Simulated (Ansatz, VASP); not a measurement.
## Sn in VASP and in Ansatz

```
CELL_PARAMETERS angstrom
-2.94014 2.94014 1.59930
2.94014 -2.94014 1.59930
2.94014 2.94014 -1.59930
ATOMIC_POSITIONS crystal
Sn 0.00000 0.00000 0.00000
Sn 0.75000 0.25000 0.50000
```

Alike in both runs: functional BLYP; k mesh 5 × 5 × 5; occupations fermi-dirac, width 0.05 eV; no spin polarisation.

```csv
,VASP,Ansatz
version,VASP 6.6.1,Ansatz 0.2.0
potentials or method,"VASP PAW PBE potentials, release 64 (Sn_d)",Ansatz PAW
plane-wave cutoff (eV),520,420
valence electrons in the cell,28,28
task,single point,band structure
```

|  | VASP | Ansatz | Ansatz less VASP |
| --- | --- | --- | --- |
| gap on the k mesh at the Fermi level (eV) | none | none | - |
| pressure (GPa) | 6.1 | 6.2 | +0.05 |
| largest component of the traceless stress (GPa) | 4.00 | 4.00 | -0.007 |

A gap of «none» marks a metal or a gap that the smearing closes. The functional is the same, so the differences come from potentials, cutoffs and numerics.

Caveats: the k mesh is coarse (spacing up to 0.45 Å⁻¹), so the values aren't converged; the PAW data sets were made with another functional, which shifts forces and pressure a little (VASP); spin-orbit coupling is left out, which moves the levels of the heavy elements (Ansatz); the PAW data sets come from PBE, with cores solved anew for the run's functional, which leaves a small shift of forces and pressure (Ansatz).
